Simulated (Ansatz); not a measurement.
A run of Ansatz 0.2.0:

File input.yaml:

```yaml
crystal:
  lattice:
    - [1.5188209023, 0.8768916568, 2.5195772846]
    - [-1.5188209023, 0.8768916568, 2.5195772846]
    - [0.0, -1.7537833136, 2.5195772846]
  atoms:
    - { symbol: Fe, position: [0.0, 0.0, 0.0], spin: 3.0 }
    - { symbol: O, position: [0.5, 0.5, 0.5] }
kpoints:
  mp_grid: { grid: [11, 11, 11] }
  band_path:
    path:
      - [0.0, 0.0, 0.0]
      - [0.5, 0.0, 0.0]
      - [0.5, 0.2474171719, -0.2474171719]
    npoints: 8
scf:
  occupations: { method: fermi_dirac, width: 0.05 }
hamiltonian:
  xc: pbe
  pseudopotentials: { kind: all_electron, lapw: { basis_error: 0.001 } }
magnetization:
  spin_polarized: true
output:
  forces: true
  stress: true
  eigenvalues: true
```

Potentials or basis: all-electron LAPW, scalar-relativistic.

Run with:

```sh
$ ansatz run input.yaml --threads 2 --pin off --max-ram 6144MiB --backend cpu --events-out ev --progress --plain --runs-dir out
```

Hardware: 2 threads of Intel(R) Xeon(R) 6975P-C (Granite Rapids) (shared host).

Estimate the wall time of this run.

Wall time 18 s on 2 threads of Intel(R) Xeon(R) 6975P-C (Granite Rapids), with other jobs on the host, peak memory 0.66 GiB. Counts: scf iterations 11, plane waves 289, k points 146, bands 18.
